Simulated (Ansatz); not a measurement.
The system is Ta.

```
Ta
1.0
    -1.65128    1.65128    1.65128
     1.65128   -1.65128    1.65128
     1.65128    1.65128   -1.65128
Ta
1
Direct
  0.00000 0.00000 0.00000
```

- Program: Ansatz 0.2.0
- Task: single point
- Functional: PBE
- Potentials or basis: all-electron LAPW, scalar-relativistic
- Cutoff: 262 eV (chosen from the basis error)
- Basis error allowed: 0.001 eV/atom
- k mesh: 11 × 11 × 11
- Occupations: fermi-dirac, width 0.05 eV
- Spin: no spin polarisation

On this cell: pressure 2.5 GPa; band gap on the k mesh none (metal or under the smearing width).

The same run follows on a disturbed copy (cell strained at random at fixed volume):

```xyz
1
Lattice="-1.6207 1.6546 1.6292 1.6978 -1.6262 1.6778 1.6224 1.6279 -1.6008" Properties=species:S:1:pos:R:3 pbc="T T T"
Ta   -0.0498    0.0348   -0.0299
```

Q: What changes?

A: The energy (extrapolated to zero smearing) moves by +14.8 meV/atom; pressure 2.9 GPa; band gap on the k mesh none (metal or under the smearing width).

Stress tensor (GPa, compression positive):
```
 2.34 -0.24 -4.36
-0.24  3.64 -1.49
-4.36 -1.49  2.79
```

The runs don't all hold the same shells in valence.
